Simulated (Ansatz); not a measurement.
Sb: the change of pressure and energy above lowest point with volume per atom

All results are calculated (Ansatz 0.2.0 development build). Equation of state of a cubic crystal from periodic Kohn-Sham density functional theory without spin; pressure corrected for the finite basis.

Cell of the first row (space group Fd-3m, No. 227):
```
Sb
1.0
      0.0000     3.4260     3.4260
      3.4260     0.0000     3.4260
      3.4260     3.4260     0.0000
Sb
2
Direct
  0.00000 0.00000 0.00000
  0.25000 0.25000 0.25000
```

Settings of every row: formula Sb; structure type diamond; functional PBE; spin treatment none; k mesh 27x27x27; occupation method fermi-dirac; occupation width 0.061225619 eV; wave cutoff 420 eV; datasets soft-1 PAW; density cutoff ratio 4.

Limits: a cubic model structure, not a phase known at ambient conditions.

```csv
row,volume per atom (Å³),pressure (GPa),energy above lowest point (meV/atom)
1,40.211,2.083,15.18
2,41.067,1.288,6.22
3,41.922,0.571,1.29
4,42.778,-0.078,0
5,43.633,-0.664,2.01
6,44.489,?,?
7,45.344,-1.672,14.66
```

Question: what pressure and energy above lowest point should row 6 give?

Worked fit of pressure. Take u = (V_r/V)^(2/3) − 1 with V_r = 42.35 Å³ an atom, which is twice the finite (Eulerian) strain; such expansions in the strain, on which the Birch-Murnaghan equation of state is built, carry the rest volume and the bulk modulus. The shown rows have u = 0.03516, 0.02072, 0.00679, -0.00668, -0.0197, -0.04452. Least squares give pressure = 0.2383 + 48.147 × u + 120.53 × u² + 64 × u³ GPa; a parabola predicts inner rows, each left out in turn, worse (root mean square 0.0013 against 0.00032 GPa). All shown rows lie on it to the printed digit. The pressure vanishes at u = -0.0050, or V = 42.67 Å³ an atom, and there the bulk modulus at fixed shape and fractions is B = −V dP/dV = (2/3)(1 + u) dP/du = 31.1 GPa. The withheld row has u = -0.03232, so the fit gives 0.2383 + 48.147 × (-0.03232) + 120.53 × (-0.03232)² + 64 × (-0.03232)³ = -1.194 GPa.

The calculation gave -1.193 GPa. The fit lies 0.001 GPa (0.027 % of the column's range) below it, one unit of the last digit.

Worked fit of energy above lowest point. Take u = (V_r/V)^(2/3) − 1 with V_r = 42.35 Å³ an atom, which is twice the finite (Eulerian) strain; such expansions in the strain, on which the Birch-Murnaghan equation of state is built, carry the rest volume and the bulk modulus. The shown rows have u = 0.03516, 0.02072, 0.00679, -0.00668, -0.0197, -0.04452. Least squares give energy above lowest point = 0.216 + 94.63 × u + 9413.7 × u² meV/atom; a straight line predicts inner rows, each left out in turn, worse (root mean square 5.9 against 0.0052 meV/atom). All shown rows lie on it to the printed digit. Its lowest point lies at u = -0.0050, or V = 42.67 Å³ an atom, and the curvature there gives the bulk modulus at fixed shape and fractions, B = (4/9)(1 + u)² E″(u)/V = 31.1 GPa. The withheld row has u = -0.03232, so the fit gives 0.216 + 94.63 × (-0.03232) + 9413.7 × (-0.03232)² = 6.99 meV/atom.

The calculation gave 6.99 meV/atom. The fit meets it to the printed digit.
